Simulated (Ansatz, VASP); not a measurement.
MgO in VASP and in Ansatz

POSCAR

```
MgO
1.0
    0.0000000000      2.1351500000      2.1351500000
    2.1351500000      0.0000000000      2.1351500000
    2.1351500000      2.1351500000      0.0000000000
Mg O
1 1
Direct
    0.0000000000      0.0000000000      0.0000000000
    0.5234175585      0.4297473245      0.4765824415
```

File INCAR.step1:

```
SYSTEM = MgO
ALGO = Normal ; EDIFF = 1E-4
ENCUT = 520 ; GGA = PE
ISMEAR = 0 ; LASPH = .TRUE.
LCHARG = .FALSE. ; LREAL = .FALSE.
LWAVE = .TRUE. ; NBANDS = 11
NELM = 60 ; PREC = Accurate
SIGMA = 0.05
```

File INCAR.step2:

```
SYSTEM = MgO
ALGO = Normal ; EDIFF = 1E-6
ENCUT = 520 ; ISIF = 2
ISMEAR = 0 ; ISTART = 1
LASPH = .TRUE. ; LCHARG = .FALSE.
LMIXTAU = .TRUE. ; LREAL = .FALSE.
LWAVE = .FALSE. ; METAGGA = R2SCAN
NBANDS = 11 ; NELM = 60
PREC = Accurate ; SIGMA = 0.05
```

The input KPOINTS:

```
k-points
0
G
  10 10 10
  0 0 0
```

Input for Ansatz:

```yaml
crystal:
  lattice:
    - [0.0, 2.13515, 2.13515]
    - [2.13515, 0.0, 2.13515]
    - [2.13515, 2.13515, 0.0]
  atoms:
    - { symbol: Mg, position: [0.0, 0.0, 0.0] }
    - { symbol: O, position: [0.5234175585, 0.4297473245, 0.4765824415] }
basis:
  ecutwfc: 500
kpoints:
  mp_grid: { grid: [10, 10, 10] }
hamiltonian:
  xc: r2scan
scf:
  occupations: { method: gaussian, width: 0.05 }
output:
  forces: true
  stress: true
  eigenvalues: true
```

Alike in both runs: task single point; functional r2SCAN; k mesh 10 × 10 × 10; occupations gaussian, width 0.05 eV; no spin polarisation.

|  | VASP | Ansatz |
| --- | --- | --- |
| version | VASP 6.6.1 | Ansatz 0.2.0 |
| potentials or method | VASP PAW PBE potentials, release 64 (Mg, O) | scalar-relativistic, plane waves, PAW |
| plane-wave cutoff (eV) | 520 | 500 |
| valence electrons in the cell | 8 | 16 |

|  | VASP | Ansatz | Ansatz less VASP |
| --- | --- | --- | --- |
| gap on the k mesh at the Fermi level (eV) | 5.18 | 5.20 | +0.025 |
| least direct gap on the mesh (eV) | 5.18 | 5.20 | +0.025 |
| pressure (GPa) | -3.7 | -2.7 | +0.99 |
| largest component of the traceless stress (GPa) | 7.57 | 7.41 | -0.155 |
| rms of the force components (eV/Å) | 0.701 | 0.695 | -0.0058 |

Atom by atom the forces differ by 0.006 eV/Å (rms over components). The functional is the same, so the differences come from potentials, cutoffs and numerics. The two sets of potentials don't hold the same shells in valence.

Caveats: the PAW data sets were made with another functional, which shifts forces and pressure a little (VASP).
